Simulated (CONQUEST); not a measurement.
Set up this calculation in CONQUEST 1.3, as the native input.

```yaml
Task: single point
Functional: PBE
Potentials_or_basis: PseudoDojo NC PBE, SZP, grid cutoff 120 Ha
k_mesh: 7 × 7 × 5
Occupations: fermi-dirac, width 0.05 eV
Spin: no spin polarisation
Solver: diagonalisation
SCF_tolerance: 1e-06
```

Crystal: ZnSe (Stilleite).

```xyz
4
Lattice="4.0076 0.0000 0.0000 0.0000 4.0076 0.0000 0.0000 0.0000 5.6676" Properties=species:S:1:pos:R:3 pbc="T T T"
Se    0.0000    2.0038    1.4169
Se    2.0038    0.0000    4.2507
Zn    0.0000    0.0000    0.0000
Zn    2.0038    2.0038    2.8338
```

One way to write it, as run:

Conquest_input

```
IO.Title ZnSe
IO.Coordinates coords.dat
IO.FractionalAtomicCoords T
IO.Iprint 2
IO.Iprint_init 1
General.NumberOfSpecies 2
General.PseudopotentialType hamann
AtomMove.TypeOfRun static
AtomMove.FullStress T
Grid.GridCutoff 120
DM.SolutionMethod diagon
Diag.MPMesh T
Diag.GammaCentred T
Diag.MPMeshX 7
Diag.MPMeshY 7
Diag.MPMeshZ 5
Diag.kT 0.00183747
minE.SCTolerance 1e-6
SC.MaxIters 100
IO.AtomChargeOutput T
%block ChemicalSpeciesLabel
1 78.960 Se
2 65.390 Zn
%endblock
```

coords.dat

```
    7.5732633803     0.0000000000     0.0000000000
    0.0000000000     7.5732633803     0.0000000000
    0.0000000000     0.0000000000    10.7102117839
4
  0.0000000000   0.5000000000   0.2500000000 1 T T T
  0.5000000000   0.0000000000   0.7500000000 1 T T T
  0.0000000000   0.0000000000   0.0000000000 2 T T T
  0.5000000000   0.5000000000   0.5000000000 2 T T T
```

Potentials or basis: PseudoDojo NC PBE, SZP, grid cutoff 120 Ha.

Run with:

```console
$ Conquest
```

Results of the run:

The pressure is 5.4 GPa, the band gap on the k mesh is 1.67 eV and the mulliken charges are Se -0.38; Zn +0.38 e.

Caveat: the atomic basis is small; Mulliken charges move with the basis; an odd mesh through Γ misses points on the zone boundary, where band edges often lie; the basis of atomic orbitals isn't converged, which shifts pressures, moduli and gaps; the real-space grid breaks the cell's symmetry a little.

Run time: 48 s on 1 thread of Intel(R) Xeon(R) Platinum 8259CL CPU @ 2.50GHz (Skylake/Cascade Lake) (shared host), peak memory 0.43 GiB.
